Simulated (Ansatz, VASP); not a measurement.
**One calculation of Pb, two programs**

```
CELL_PARAMETERS angstrom
0.00000 2.47989 2.47989
2.47989 0.00000 2.47989
2.47989 2.47989 0.00000
ATOMIC_POSITIONS crystal
Pb 0.00000 0.00000 0.00000
```

Alike in both runs: functional PBE; dispersion D3(BJ); k mesh 14 × 14 × 14; occupations gaussian, width 0.1 eV; no spin polarisation.

Ansatz relaxed the structure, and its values are those at the end. VASP's run is a single point on that final structure, the one shown.

|  | VASP | Ansatz |
| --- | --- | --- |
| version | VASP 6.6.1 | Ansatz 0.2.0 |
| potentials or method | VASP PAW PBE potentials, release 64 (Pb_d) | scalar-relativistic, plane waves, PAW |
| plane-wave cutoff (eV) | 520 | 420 |
| valence electrons in the cell | 14 | 14 |

Ansatz gave:

| Item | Value |
| --- | --- |
| gap on the k mesh at the Fermi level (eV) | none |
| pressure (GPa) | 0.0 |

Q: Which values does VASP return?

A: gap on the k mesh at the Fermi level (eV): none; pressure (GPa): -0.1.

A gap of «none» marks a metal or a gap that the smearing closes. Ansatz warned: «relaxed_geometry_near_dispersion_switch».

Caveats: pairwise dispersion overbinds metals, which lowers pressure and volume. The runs have no spin-orbit coupling, so splittings on Pb are missing.
